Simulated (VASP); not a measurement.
## PbS (Galena): phonons with r2SCAN

Crystal: PbS (Galena).

```
Pb S
1.0
     0.00000    2.96575    2.96575
     2.96575    0.00000    2.96575
     2.96575    2.96575    0.00000
Pb S
1 1
Direct
  0.00000 0.00000 0.00000
  0.50000 0.50000 0.50000
```

```yaml
Program: VASP 6.6.1
Task: phonons
Functional: r2SCAN
Potentials_or_basis: VASP PAW PBE potentials, release 64 (Pb_d, S)
Cutoff: 600 eV
k_mesh: 6 × 6 × 6
Occupations: gaussian, width 0.05 eV
Spin: no spin polarisation
Further_INCAR_settings: ALGO = Normal; EDIFF = 1e-08; IBRION = 6; POTIM = 0.015; NSW = 1
```

The relaxed volume is 26.66 Å³/atom and the relaxed cell is a = 4.225 Å, b = 4.225 Å, c = 4.225 Å, α = 60.00°, β = 60.00°, γ = 60.00°. The space group after relaxing (to 0.05 Å) is Fm-3m (No. 225) and the highest phonon frequency at Γ, LO-TO splitting left out is 32 cm⁻¹.

Step by step:
| step | energy change (eV) | largest force (eV/Å) | pressure (GPa) | volume (Å³) |
| --- | --- | --- | --- | --- |
| 1 | 0.0000 | 0.0000 | 1.33 | 52.17 |
| 2 | -0.0038 | 0.0000 | -0.54 | 53.82 |
| 3 | -0.0047 | 0.0000 | 0.00 | 53.32 |

Final structure:
```
Pb S
1.0
     0.00000    2.98731    2.98731
     2.98731    0.00000    2.98731
     2.98731    2.98731    0.00000
Pb S
1 1
Direct
  0.00000 0.00000 0.00000
  0.50000 0.50000 0.50000
```

Phonon frequencies in cm⁻¹ (negative: imaginary):
```csv
q point,frequencies
"(0.000, 0.000, 0.000)",0 0 0 32 32 32
```

It took 10 min on 1 thread of Intel(R) Xeon(R) Platinum 8259CL CPU @ 2.50GHz (Skylake/Cascade Lake), with other jobs on the host, peak memory 0.24 GiB.

Caveat: the PAW data sets were made with another functional, which shifts forces and pressure a little. Spin-orbit coupling is left out, which matters for the levels of Pb.
